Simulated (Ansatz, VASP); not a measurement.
SiN: VASP beside Ansatz

```
CELL_PARAMETERS angstrom
2.80903 0.00000 0.00000
-1.40452 2.43270 0.00000
0.00000 0.00000 5.64923
ATOMIC_POSITIONS crystal
Si 0.33333 0.66667 0.51543
Si 0.66667 0.33333 0.01543
N 0.33333 0.66667 0.85957
N 0.66667 0.33333 0.35957
```

Alike in both runs: functional r2SCAN; k mesh 6 × 6 × 4; occupations gaussian, width 0.1 eV; no spin polarisation.

Ansatz relaxed the structure, and its values are those at the end. VASP's run is a single point on that final structure, the one shown.

```csv
,VASP,Ansatz
version,VASP 6.6.1,Ansatz 0.2.0
potentials or method,"VASP PAW PBE potentials, release 64 (Si, N)","scalar-relativistic, plane waves, PAW"
plane-wave cutoff (eV),520,500
valence electrons in the cell,18,18
```

VASP gave:

| Property | Result |
| --- | --- |
| gap on the k mesh at the Fermi level (eV) | none |
| pressure (GPa) | 0.2 |

**Question.** Which values does Ansatz return?

**Answer.** gap on the k mesh at the Fermi level (eV): none; pressure (GPa): 0.1.

A gap of «none» marks a metal or a gap that the smearing closes. With one functional, cell and mesh, what is left measures potentials, basis and numerics.

Caveats: the k mesh is coarse (spacing up to 0.43 Å⁻¹), so the values aren't converged; the PAW data sets were made with another functional, which shifts forces and pressure a little (VASP).
